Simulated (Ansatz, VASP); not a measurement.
## GaP in VASP and in Ansatz

```
CELL_PARAMETERS angstrom
0.00000 2.86879 2.64770
2.64770 0.00000 2.64770
2.64770 2.86879 0.00000
ATOMIC_POSITIONS crystal
Ga 0.00000 0.00000 0.00000
P 0.75000 0.75000 0.75000
```

Alike in both runs: task single point; functional PBEsol; k mesh 10 × 10 × 10; occupations gaussian, width 0.05 eV; no spin polarisation.

|  | VASP | Ansatz |
| --- | --- | --- |
| version | VASP 6.6.1 | Ansatz 0.2.0 |
| potentials or method | VASP PAW PBE potentials, release 64 (Ga_d, P) | scalar-relativistic, plane waves, PAW |
| plane-wave cutoff (eV) | 520 | 420 |
| valence electrons in the cell | 18 | 18 |

Ansatz gave:

```
gap on the k mesh at the Fermi level (eV)       : 1.08
least direct gap on the mesh (eV)               : 1.57
pressure (GPa)                                  : -0.1
largest component of the traceless stress (GPa) : 4.57
```

**Question.** Which values does VASP return?

**Answer.** gap on the k mesh at the Fermi level (eV): 1.08; least direct gap on the mesh (eV): 1.57; pressure (GPa): -0.2; largest component of the traceless stress (GPa): 4.59.

Ansatz warned: «pseudo_functional_mismatch».

Caveats: the PAW data sets were made with another functional, which shifts forces and pressure a little (VASP). A k mesh can miss the band edges.
